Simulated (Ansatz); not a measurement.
How far is PAW off for GaAs?

```
Ga As
1.0
     3.84042    0.00000    0.00000
    -1.92021    3.32590    0.00000
     0.00000    0.00000    3.24028
Ga As
1 1
Direct
  0.00000 0.00000 0.00000
  0.33333 0.66667 0.50000
```

Atom numbers follow the list: Ga1, As2.

The cell was built from the WC type and relaxed in the same program, and has space group P-6m2; it needn't be a known or the stable phase.

All numbers are computed: DFT, PBEsol, PAW with Ansatz's default frozen-core files, scalar-relativistic (Ansatz 0.2.0); DFT, PBEsol, all-electron LAPW, scalar-relativistic (Ansatz 0.2.0).

For PAW: a Γ-centred 13×13×11 k mesh, Fermi–Dirac smearing of 0.05 eV, cutoff 420 eV, no spin polarisation; the PAW files were made with PBE, and the program remakes their frozen cores for this functional. LAPW targets a basis error of 0.5 meV/atom. The Ansatz runs share mesh, smearing and spin set-up. Plane-wave (PAW) pressures include the program's estimate of the Pulay term.

Stress and pressure are positive in compression.

Levels count from the Fermi level.

```csv
quantity,PAW,LAPW
pressure (GPa),-3.34,-3.31
stress xx (GPa),-3.23,-3.21
stress zz (GPa),-3.54,-3.51
highest filled level at Γ (eV),-0.846,-0.846
lowest empty level at Γ (eV),0.289,0.290
highest filled level at L (eV),-3.466,-3.466
lowest empty level at L (eV),0.021,0.020
highest filled level at A (eV),-7.819,-7.818
lowest empty level at A (eV),0.979,0.979
```

PAW's pressure differs from the LAPW value by -0.02 GPa.
